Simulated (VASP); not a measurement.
**VASP inputs for GaSb (strained zincblende)**

INCAR

```
ISIF = 2
NSW = 0
SIGMA = 0.02
LASPH = .TRUE.
LWAVE = .FALSE.
IBRION = -1
NBANDS = 16
ENCUT = 520
LREAL = .FALSE.
ALGO = Normal
LCHARG = .TRUE.
METAGGA = R2SCAN
ISMEAR = -1
PREC = Accurate
EDIFF = 1E-7
NELM = 120
LELF = .TRUE.
```

KPOINTS

```
KPOINTS created by Atomic Simulation Environment
0
Gamma
8 8 8
0 0 0
```

KPOINTS_OPT

```
special points
6
Reciprocal
0.0000000000 0.0000000000 0.0000000000 1
-0.5000000000 -0.5000000000 0.0000000000 1
-0.3750000000 -0.3750000000 0.2500000000 1
-0.3750000000 0.0000000000 0.3750000000 1
0.0000000000 0.0000000000 0.5000000000 1
-0.5000000000 -0.2500000000 0.2500000000 1
```

POSCAR

```
Ga Sb
 1.0000000000000000
     0.0000000000000000    3.0508559941000000    3.0778970451999998
     3.0508559941000000    0.0000000000000000    3.0778970451999998
     3.0508559941000000    3.0508559941000000    0.0000000000000000
 Ga  Sb
   1   1
Cartesian
  0.0000000000000000  0.0000000000000000  0.0000000000000000
  1.5254279970499998  1.5254279970499998  1.5389485225999999
```

VASP ran with the recommended PBE PAW datasets (18 valence electrons in the cell).

**Question.** Estimate the main results of this run.

**Answer.** gap between bands v and c 0.42 eV; least direct gap 0.42 eV; pressure 0.4 GPa.

Band v is the last that the valence electrons fill when counted band by band, and c is the next. Levels in eV from the top of v:

| point | v−1 | v | c | c+1 |
| --- | --- | --- | --- | --- |
| Γ | 0.00 | 0.00 | 0.42 | 2.95 |
| X | -2.67 | -2.67 | 1.15 | 1.50 |
| K | -3.76 | -2.33 | 1.60 | 4.15 |
| L | -1.27 | -1.20 | 0.66 | 3.97 |
| W | -3.49 | -3.27 | 4.02 | 4.62 |
